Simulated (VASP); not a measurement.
# Al (Fm-3m) in VASP: a series of runs

Runs on Al. Level: PBEsol. Tasks: relaxation of cell and atoms, vibrations by finite differences.

Program: VASP 6.6.1. These are calculated values, not measurements. Logs are shortened: lines on timing, memory, paths and dates and some standing lists are left out, and cuts for length are marked.

**1. The structure**

It takes space group Fm-3m (No. 225, cubic). The conventional cell has a = 4.050 Å, b = 4.050 Å, c = 4.050 Å, α = 90.00°, β = 90.00°, γ = 90.00°. Around Al (site symmetry m-3m) lie 12 Al at 2.86 Å.

**2. Relaxation of cell and atoms, PBEsol**

INCAR reads:

```
ALGO = Normal ; EDIFF = 1E-7
EDIFFG = -0.002 ; ENCUT = 520
GGA = PS ; IBRION = 2
ISIF = 3 ; ISMEAR = 0
LASPH = T ; LCHARG = F
LREAL = F ; LWAVE = F
NELM = 80 ; NSW = 80
PREC = Accurate ; SIGMA = 0.1
```

KPOINTS reads:

```
k-points
0
Gamma
  18 18 18
```

POSCAR reads:

```
Al
1.0
    0.0000000000      2.0248050000      2.0248050000
    2.0248050000      0.0000000000      2.0248050000
    2.0248050000      2.0248050000      0.0000000000
Al
1
Direct
    0.0000000000      0.0000000000      0.0000000000
```

Potentials or basis: VASP PAW PBE potentials, release 64 (Al).

On the command line:

```
$ cat potpaw_PBE.64/Al/POTCAR > POTCAR
$ mpirun -np 1 vasp_std > vasp.out
```

OUTCAR:

```text
EDIFF = 1E-7
   EDIFFG = -0.002
   ENCUT = 520
   GGA = PS
   IBRION = 2
   ISIF = 3
   ISMEAR = 0
   LASPH = T
   LREAL = F
   NELM = 80
   NSW = 80
   PREC = Accurate

 ion  position               nearest neighbor table
   1  0.000  0.000  0.000-

  LATTYP: Found a face centered cubic cell.
 ALAT       =     4.0496100000

  Lattice vectors:

 A1 = (   0.0000000000,   2.0248050000,   2.0248050000)
 A2 = (   2.0248050000,   0.0000000000,   2.0248050000)
 A3 = (   2.0248050000,   2.0248050000,   0.0000000000)

Analysis of symmetry for initial positions (statically):
=====================================================================
 Subroutine PRICEL returns:
 Original cell was already a primitive cell.

 Routine SETGRP: Setting up the symmetry group for a
 face centered cubic supercell.

 Subroutine GETGRP returns: Found 48 space group operations
 (whereof 48 operations were pure point group operations)
 out of a pool of 48 trial point group operations.

The static configuration has the point symmetry O_h .

Analysis of symmetry for dynamics (positions and initial velocities):
=====================================================================
 Subroutine PRICEL returns:
 Original cell was already a primitive cell.

 Routine SETGRP: Setting up the symmetry group for a
 face centered cubic supercell.

 Subroutine GETGRP returns: Found 48 space group operations
 (whereof 48 operations were pure point group operations)
 out of a pool of 48 trial point group operations.

The dynamic configuration has the point symmetry O_h .

 Subroutine INISYM returns: Found 48 space group operations
 (whereof 48 operations are pure point group operations),
 and found     1 'primitive' translations

----------------------------------------------------------------------------------------

                                     Primitive cell

  volume of cell :      16.6027

  direct lattice vectors                    reciprocal lattice vectors
     0.000000000  2.024805000  2.024805000    -0.246937359  0.246937359  0.246937359
     2.024805000  0.000000000  2.024805000     0.246937359 -0.246937359  0.246937359
     2.024805000  2.024805000  0.000000000     0.246937359  0.246937359 -0.246937359

  length of vectors
     2.863506692  2.863506692  2.863506692     0.427708053  0.427708053  0.427708053

  position of ions in fractional coordinates (direct lattice)
     0.000000000  0.000000000  0.000000000

  ion indices of the primitive-cell ions
   primitive index   ion index
                 1           1

----------------------------------------------------------------------------------------

 KPOINTS: k-points

Automatic generation of k-mesh.
 Grid dimensions read from file:
 generate k-points for:   18   18   18

 Generating k-lattice:

  Cartesian coordinates                     Fractional coordinates (reciprocal lattice)
    -0.013718742  0.013718742  0.013718742     0.055555556  0.000000000  0.000000000
     0.013718742 -0.013718742  0.013718742     0.000000000  0.055555556  0.000000000
     0.013718742  0.013718742 -0.013718742     0.000000000  0.000000000  0.055555556

  Length of vectors
     0.023761558  0.023761558  0.023761558

  Shift w.r.t. Gamma in fractional coordinates (k-lattice)
     0.000000000  0.000000000  0.000000000

 Subroutine IBZKPT returns following result:
 ===========================================

 Found    195 irreducible k-points:

 Following reciprocal coordinates:
            Coordinates               Weight
  0.000000  0.000000  0.000000      1.000000
  0.055556  0.000000  0.000000      8.000000
  0.111111  0.000000  0.000000      8.000000
  0.166667  0.000000  0.000000      8.000000
  0.222222  0.000000  0.000000      8.000000
  0.277778  0.000000  0.000000      8.000000
[... 16 lines left out ...]
 -0.277778  0.055556  0.000000     24.000000
 -0.222222  0.055556  0.000000     24.000000
 [... further k-points ...]
   k-points           NKPTS =    195   k-points in BZ     NKDIM =    195   number of bands    NBANDS=      5
   number of dos      NEDOS =    301   number of ions     NIONS =      1
   total plane-waves  NPLWV =  13824
   dimension x,y,z NGX =    24 NGY =   24 NGZ =   24
   dimension x,y,z NGXF=    48 NGYF=   48 NGZF=   48
   ions per type =               1
   NGX,Y,Z   is equivalent  to a cutoff of  13.93, 13.93, 13.93 a.u.
   NGXF,Y,Z  is equivalent  to a cutoff of  27.87, 27.87, 27.87 a.u.
 SYSTEM =  unknown system
   PREC   = accura    normal or accurate (medium, high low for compatibility)
   ISTART =      0    job   : 0-new  1-cont  2-samecut
   ICHARG =      2    charge: 1-file 2-atom 10-const
   ISPIN  =      1    spin polarized calculation?
   LNONCOLLINEAR =      F non collinear calculations
   LSORBIT =      F    spin-orbit coupling
   LASPH  =      T    aspherical Exc in radial PAW
   ENCUT  =  520.0 eV  38.22 Ry    6.18 a.u.   5.32  5.32  5.32*2*pi/ulx,y,z
   NELM   =     80;   NELMIN=  2; NELMDL= -5     # of ELM steps
   EDIFF  = 0.1E-06   stopping-criterion for ELM
   LREAL  =      F    real-space projection
   EDIFFG = -.2E-02   stopping-criterion for IOM
   NSW    =     80    number of steps for IOM
   IBRION =      2    ionic relax: 0-MD 1-quasi-New 2-CG
   NFREE  =      1    steps in history (QN), initial steepest desc. (CG)
   ISIF   =      3    stress and relaxation
   ISYM   =      2    0-nonsym 1-usesym 2-fastsym
   POTIM  = 0.5000    time-step for ionic-motion
   TEBEG  =    0.0;   TEEND  =   0.0 temperature during run
   PSTRESS=    0.0 pullay stress
   NELECT =       3.0000    total number of electrons
   NUPDOWN=      -1.0000    fix difference up-down
   EMIN   =  10.00;   EMAX   =-10.00  energy-range for DOS
   EFERMI =   0.00;   METHOD = LEGACY
   ISMEAR =     0;   SIGMA  =   0.10  broadening in eV -4-tet -1-fermi 0-gaus
   EFERMI_NEDOS =   21; number of points for ismear=-14 and -15
   IALGO  =     38    algorithm
   IMIX   =      4    mixing-type and parameters
     AMIX     =   0.40;   BMIX     =  1.00
     AMIX_MAG =   1.60;   BMIX_MAG =  1.00
  volume/ion in A,a.u.               =      16.60       112.04
  Fermi-wavevector in a.u.,A,eV,Ry     =   0.925526  1.748991 11.654733  0.856599
  Thomas-Fermi vector in A             =   2.051390
   LORBIT       =      0    0 simple, 1 ext, 2 COOP (PROOUT), +10 PAW based schemes
   GGA     = PS    functional components
   LHFCALC =     F    Hartree Fock is set to
   AEXX    =    0.0000 exact exchange contribution
   IVDW    =     0    specifies the selected vdW correction
   LEPSILON=     F    determine dielectric tensor
   LRPA    =     F    only Hartree local field effects (RPA)
 conjugate gradient relaxation of ions
 non-spin polarized calculation
 Gauss-broadening in eV      SIGMA  =   0.10
  energy-cutoff  :      520.00
  volume of cell :       16.60
 maximum number of plane-waves:       459
 NGX is ok and might be reduce to    24
   NGX = 11   NGY = 11   NGZ = 11

--------------------------------------- Ionic step        1  -------------------------------------------

 number of electron       3.0000000 magnetization

 Free energy of the ion-electron system (eV)
  ---------------------------------------------------
  ext. energy  EPLUGINS =         0.00000000
  ---------------------------------------------------
  free energy    TOTEN  =        -4.08820817 eV

  energy without entropy =       -4.08533385  energy(sigma->0) =       -4.08677101

------------------------ aborting loop because EDIFF is reached ----------------------------------------

  FORCE on cell =-STRESS in cart. coord.  units (eV):
  Direction    XX          YY          ZZ          XY          YZ          ZX
  --------------------------------------------------------------------------------------
  -------------------------------------------------------------------------------------
  Total       -0.1975443     -0.1975443     -0.1975443      0.0000000      0.0000000     -0.0000000
  in kB      -19.0631813    -19.0631813    -19.0631813      0.0000000      0.0000000     -0.0000000
  external PRESSURE =     -19.0631813 kB  Pullay stress =       0.0000000 kB
[... 55 lines left out ...]
  energy  without entropy=       -4.0876553593  energy(sigma->0) =       -4.08914960

--------------------------------------- Ionic step        3  -------------------------------------------

 number of electron       3.0000000 magnetization

 Free energy of the ion-electron system (eV)
  ---------------------------------------------------
  ext. energy  EPLUGINS =         0.00000000
  ---------------------------------------------------
  free energy    TOTEN  =        -4.09070130 eV

  energy without entropy =       -4.08771396  energy(sigma->0) =       -4.08920763

 E-fermi :   8.1372     XC(G=0): -10.3254

 val. band max:        8.1230869274   @ k =  -0.2778   0.2778   0.0556
 cond. band min:       8.1459657103   @ k =  -0.4444   0.3333   0.1111
 fundamental gap:      0.0228787828
 Fermi energy:         8.1371817026

 k-point     1 :       0.0000    0.0000    0.0000
  band No.  band energies     occupation
      1      -3.1134      2.00000
      2      20.8457      0.00000
      3      20.8457      0.00000
      4      20.8457      0.00000
      5      22.4801      0.00000

 k-point     2 :       0.0556    0.0000    0.0000
  band No.  band energies     occupation
      1      -3.0285      2.00000
      2      19.3443      0.00000
      3      20.5518      0.00000
      4      20.5518      0.00000
      5      22.9071      0.00000
[... 169 lines left out ...]
 k-point    24 :      -0.2222    0.0556    0.0000
  band No.  band energies     occupation
      1      -1.4525      2.00000
      2      12.0232      0.00000
      3      17.5335      0.00000
      4      20.4112      0.00000
      5      22.1694      0.00000

 [... further k-points ...]

------------------------ aborting loop because EDIFF is reached ----------------------------------------

  FORCE on cell =-STRESS in cart. coord.  units (eV):
  Direction    XX          YY          ZZ          XY          YZ          ZX
  --------------------------------------------------------------------------------------
  -------------------------------------------------------------------------------------
  Total        0.0002522      0.0002522      0.0002522     -0.0000000     -0.0000000      0.0000000
  in kB        0.0249577      0.0249577      0.0249577     -0.0000000     -0.0000000      0.0000000
  external PRESSURE =       0.0249577 kB  Pullay stress =       0.0000000 kB
[... 16 lines left out ...]
  FREE ENERGIE OF THE ION-ELECTRON SYSTEM (eV)
  ---------------------------------------------------
  free  energy   TOTEN  =        -4.0907012984 eV

  energy  without entropy=       -4.0877139583  energy(sigma->0) =       -4.08920763

 reached required accuracy - stopping structural energy minimisation
```

Wall time 17 s (1 thread of AMD EPYC 9R45 (Zen 5), shared host); peak memory 0.11 GiB.

What came out:

- Free energy: -4.0907 eV
- Relaxed volume: 16.19 Å³/atom
- Relaxed cell: a = 2.840 Å, b = 2.840 Å, c = 2.840 Å, α = 60.00°, β = 60.00°, γ = 60.00°
- Space group after relaxing (to 0.05 Å): Fm-3m (No. 225)
- Energy gained by relaxing: 2.5 meV/atom
- Ionic steps: 3
- Pressure after relaxing: 0.0 GPa
- Band gap on the k mesh: none (metal or under the smearing width)

Step by step:
| step | energy change (eV) | largest force (eV/Å) | pressure (GPa) | volume (Å³) |
| --- | --- | --- | --- | --- |
| 1 | 0.0000 | 0.0000 | -1.91 | 16.60 |
| 2 | -0.0024 | 0.0000 | 0.31 | 16.13 |
| 3 | -0.0025 | 0.0000 | 0.00 | 16.19 |

Final structure:
```
Al
1.0
     0.00000    2.00801    2.00801
     2.00801    0.00000    2.00801
     2.00801    2.00801    0.00000
Al
1
Direct
  0.00000 0.00000 0.00000
```

Levels at points of the mesh, in eV from the Fermi level:
| k point | band 1 | band 2 | band 3 | band 4 |
| --- | --- | --- | --- | --- |
| (0.00, 0.00, 0.00) | -11.25 | 12.71 | 12.71 | 12.71 |
| (0.50, 0.00, 0.00) | -4.66 | -4.39 | 11.53 | 11.53 |
| (0.50, 0.50, 0.00) | -2.95 | -1.60 | 5.27 | 5.68 |

Caveat: the PAW data sets were made with another functional, which shifts forces and pressure a little.

**3. Relaxation of cell and atoms, PBEsol**

This run uses another cell than the first one, of 16.19 Å³/atom, 0.975 times its volume.

INCAR is that of step 2.

KPOINTS is that of step 2.

POSCAR reads:

```
Al                                      
1.0
    0.0000000000      2.0080141416      2.0080141416
    2.0080141416      0.0000000000      2.0080141416
    2.0080141416      2.0080141416      0.0000000000
  Al            
     1
Direct
     0.0000000000000000    0.0000000000000000    0.0000000000000000
```

Potentials or basis: VASP PAW PBE potentials, release 64 (Al).

On the command line:

```
$ cat potpaw_PBE.64/Al/POTCAR > POTCAR
$ mpirun -np 1 vasp_std > vasp.out
```

Wall time 9 s (1 thread of AMD EPYC 9R45 (Zen 5), shared host); peak memory 0.11 GiB.

It converged, with:

| Property | Result |
| --- | --- |
| Free energy | -4.0907 eV |
| Pressure after relaxing | 0.0 GPa |
| Band gap on the k mesh | none (metal or under the smearing width) |

Final structure:
```yaml
crystal:
  lattice:
    - [0.00000, 2.00801, 2.00801]
    - [2.00801, 0.00000, 2.00801]
    - [2.00801, 2.00801, 0.00000]
  atoms:
    - { symbol: Al, position: [0.00000, 0.00000, 0.00000] }
```

Levels at points of the mesh, in eV from the Fermi level:
```csv
k point,band 1,band 2,band 3,band 4
"(0.00, 0.00, 0.00)",-11.25,12.71,12.71,12.71
"(0.50, 0.00, 0.00)",-4.66,-4.39,11.53,11.53
"(0.50, 0.50, 0.00)",-2.95,-1.60,5.27,5.68
```

Caveat: the relaxation stopped at its first step, so nothing moved; the PAW data sets were made with another functional, which shifts forces and pressure a little.

**4. Vibrations by finite differences, PBEsol**

This run uses another cell than the first one, of 16.19 Å³/atom, 0.975 times its volume.

INCAR reads:

```
SYSTEM = Al
ALGO     = Normal         ! electronic algorithm
EDIFF    = 1E-8           ! SCF threshold, eV
ENCUT    = 520            ! plane-wave cutoff, eV
GGA      = PS             ! functional
IBRION   = 6              ! ionic algorithm
ISIF     = 3              ! what is computed and relaxed
ISMEAR   = 0              ! smearing method
LASPH    = .TRUE.         ! aspherical terms in the spheres
LCHARG   = .FALSE.        ! write CHGCAR
LREAL    = .FALSE.        ! projectors in reciprocal space
LWAVE    = .FALSE.        ! write WAVECAR
NELM     = 80             ! most SCF steps
NFREE    = 2            
NSW      = 1              ! ionic steps
POTIM    = 0.015          ! step
PREC     = Accurate       ! precision mode
SIGMA    = 0.1            ! smearing width, eV
```

KPOINTS reads:

```
k-points
0
G
  18 18 18
  0 0 0
```

POSCAR is that of step 3.

On the command line:

```
$ cat potpaw_PBE.64/Al/POTCAR > POTCAR
$ mpirun -np 1 vasp_std > vasp.out
```

Run time: 5.6 min. Hardware: 1 thread of AMD EPYC 9R45 (Zen 5), shared host; peak memory 0.31 GiB.

It converged, with:

| Property | Result |
| --- | --- |
| Elastic constants C11, C12, C44 | 87, 80, 7 GPa |
| Voigt bulk modulus | 83 GPa |

Elastic tensor in Voigt notation (GPa, in the Cartesian axes of the cell as first typed):
```
87 80 80  0  0  0
80 87 80  0  0  0
80 80 87  0  0  0
 0  0  0  7  0  0
 0  0  0  0  7  0
 0  0  0  0  0  7
```

Clamped-ion elastic tensor (GPa):
```
87 80 80  0  0  0
80 87 80  0  0  0
80 80 87  0  0  0
 0  0  0  7  0  0
 0  0  0  0  7  0
 0  0  0  0  0  7
```

Caveat: elastic constants of metals need much finer meshes, so these are rough; the PAW data sets were made with another functional, which shifts forces and pressure a little.
